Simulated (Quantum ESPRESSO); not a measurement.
**Fe: single point with PBEsol**

Fe:

```
Fe
1.0
     0.00000    1.94174    1.96511
     1.49844    0.00000    1.96511
     1.49844    1.94174    0.00000
Fe
1
Direct
  0.00000 0.00000 0.00000
```

```yaml
Program: Quantum ESPRESSO 7.5
Task: single point
Functional: PBEsol
Potentials_or_basis: GBRV 1.5 PBEsol
Cutoff: 762 eV
Density_cutoff: 6095 eV
k_mesh: 13 × 13 × 13
Occupations: fermi-dirac, width 0.05 eV
Spin: collinear spin, ferromagnetic start
Starting_moments: "[3.0] μB"
```

The pressure is -8.6 GPa, the band gap on the k mesh is none (metal or under the smearing width) and the net moment is 2.27 μB per cell. The absolute moment is 2.37 μB per cell and the site moments are Fe +2.31 μB. The valence electrons inside the program's atomic spheres are Fe 14.38.

Stress tensor (GPa, compression positive):
```
-13.22   0.00   0.00
  0.00  -5.50   0.00
  0.00   0.00  -7.18
```

Levels at points of the mesh, in eV from the Fermi level:
Spin up:
```csv
k point,band 7,band 8,band 9,band 10,band 11,band 12
"(0.00, 0.00, 0.00)",-2.44,-2.10,-1.30,-0.89,23.12,24.61
```
Spin down:
| k point | band 5 | band 6 | band 7 | band 8 | band 9 | band 10 |
| --- | --- | --- | --- | --- | --- | --- |
| (0.00, 0.00, 0.00) | -8.32 | -0.47 | -0.33 | 0.16 | 1.32 | 1.92 |

Wall time 71 s on 2 MPI ranks on Intel(R) Xeon(R) Processor @ 2.70GHz (shared host), peak memory 0.24 GiB a rank.
